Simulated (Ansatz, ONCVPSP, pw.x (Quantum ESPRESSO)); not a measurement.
## niobium: one change to the ONCV potential, in the atom and in the fcc crystal

Nb, optimised norm-conserving Vanderbilt (ONCV), made with ONCVPSP 4.0.1 (PBE, scalar-relativistic). Core [Ar] 3d10, reference 4s2 4p6 4d4 5s1. Waves: 4s+5s: rc 2.05 bohr, ncon 3, nbas 8, qcut 6 1/bohr, 2 projectors; 4p: rc 1.90 bohr, ncon 4, nbas 7, qcut 6.2 1/bohr, 2 projectors, debl 1.9 Ha; 4d: rc 2.15 bohr, ncon 3, nbas 8, qcut 8.1 1/bohr, 1 projector. Local part: polynomial inside 1.60 bohr (lpopt 4, dvloc0 1 Ha). Core correction: none.

Change: local potential polynomial inside 1.60 bohr (lpopt 4, dvloc0 4 Ha).

Cutoffs, loose and tight: the cutoffs (Ha) at which the residual kinetic energy of the hardest occupied pseudo-wave falls to 1 and 0.1 mHa per electron. They do not see the model core or the augmentation charge, which bear on the density cutoff. Test errors are all-electron minus pseudo excitation energies from the reference, over the configurations 4s2 4p6 4d4 5s0; 4s2 4p6 4d3 5s0; 4s2 4p6 4d2 5s0; 4s2 4p5 4d4 5s1; variants that change the core or the reference have their own tests.

Crystal test: fcc Nb in pw.x 7.5, no spin, 13³ k-points, Fermi–Dirac smearing 0.01 Ry, cutoffs set for each file from its atomic test. The reference is all-electron LAPW (Ansatz 0.2.0) with the same functional, mesh and smearing; V0 and B0 come from Birch–Murnaghan fits to the pressures at five volumes. Errors are pseudo minus all-electron; Δ is the rms difference of the E(V) curves that follow from these fits, minima aligned, over ±6 % about the mean V0. Mesh and smearing are coarse, so the numbers serve the comparison and aren't converged zero-temperature values; the lattice is a test structure that the element need not adopt.

All-electron: a0 = 4.221 Å (V0 = 18.81 Å³/atom), B0 = 163.2 GPa.

Question: Does the change bring the crystal closer to the all-electron result?

Answer: The mean pressure error goes from +0.57 to +0.88 GPa, so the change moves the solid further from the all-electron pressures. At 80 % of its cutoff the pressure of the base moves by -0.68 GPa.

```csv
quantity,base,changed
outcome (atom),generated,generated
"cutoff, loose (atom)",17 Ha,17 Ha
"cutoff, tight (atom)",20 Ha,20 Ha
bound ghosts (atom),none,none
largest test error (meV) (atom),-51 over the solved tests; 1 of 4 tests not solved or not reliable,-55 over the solved tests; 1 of 4 tests not solved or not reliable
cutoffs in pw.x (Ry),50/200,50/200
a0 (Å),4.226,4.229
a0 error (%),+0.11,+0.17
B0 error (%),+0.1,+0.1
Δ (meV/atom),2.3,3.5
mean pressure error (GPa),+0.57,+0.88
```

Base: Atomic configuration tests: 1 of 4 tests not solved or not reliable. Changed file: Atomic configuration tests: 1 of 4 tests not solved or not reliable.
